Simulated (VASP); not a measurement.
# VASP inputs for HCl (strained measured structure)

INCAR

```
ISMEAR = 0
LCHARG = .FALSE.
PREC = Accurate
LWAVE = .FALSE.
NBANDS = 11
NELM = 120
ISIF = 2
SIGMA = 0.01
LASPH = .TRUE.
LREAL = .FALSE.
EDIFF = 1E-7
IBRION = -1
METAGGA = R2SCAN
ALGO = Normal
ENCUT = 520
NSW = 0
```

KPOINTS

```
KPOINTS created by Atomic Simulation Environment
0
Gamma
10 10 10
0 0 0
```

KPOINTS_OPT

```
special points
9
Reciprocal
0.0000000000 0.0000000000 0.0000000000 1
-0.4999778090 0.0000110955 -0.4999889045 1
0.0000443811 0.5000221905 -0.4999778095 1
0.0000000000 0.3508136190 0.3508136190 1
0.0000443811 0.6492085716 -0.3507914284 1
-0.4999778090 0.2500110955 -0.2499889045 1
0.0000221905 0.5000110953 0.0000110953 1
-0.5000000000 -0.5000000000 0.0000000000 1
0.4947920000 0.3437500000 -0.1562500000 1
```

POSCAR

```
H  Cl
 1.0000000000000000
     0.0000000000000000    3.4081898358000000    3.4083410983000002
     1.4783768089000000    0.0000000000000000    3.4083410983000002
     1.4783768089000000    3.4081898358000000    0.0000000000000000
 H   Cl
   1   1
Cartesian
  0.0000000000000000  0.0000000000000000  0.0000000000000000
  1.4783768089000000  3.4081898358000000  3.4083410983000011
```

VASP ran with the recommended PBE PAW datasets (8 valence electrons in the cell).

Task: What does this run give?

Result: gap between bands v and c 3.42 eV; least direct gap 3.85 eV; pressure 4.4 GPa.

Band v is the last that the valence electrons fill when counted band by band, and c is the next. Levels in eV from the top of v:

| point | v−1 | v | c | c+1 |
| --- | --- | --- | --- | --- |
| Γ | -0.41 | -0.16 | 3.84 | 7.75 |
| X | -0.29 | -0.21 | 3.67 | 11.05 |
| M | -1.92 | -0.44 | 3.42 | 8.60 |
| Z | -1.12 | -1.12 | 10.10 | 11.66 |
| Z_0 | -1.12 | -1.12 | 10.10 | 11.66 |
| P | -0.41 | -0.41 | 10.27 | 10.27 |
| N | -0.33 | -0.22 | 9.13 | 10.25 |
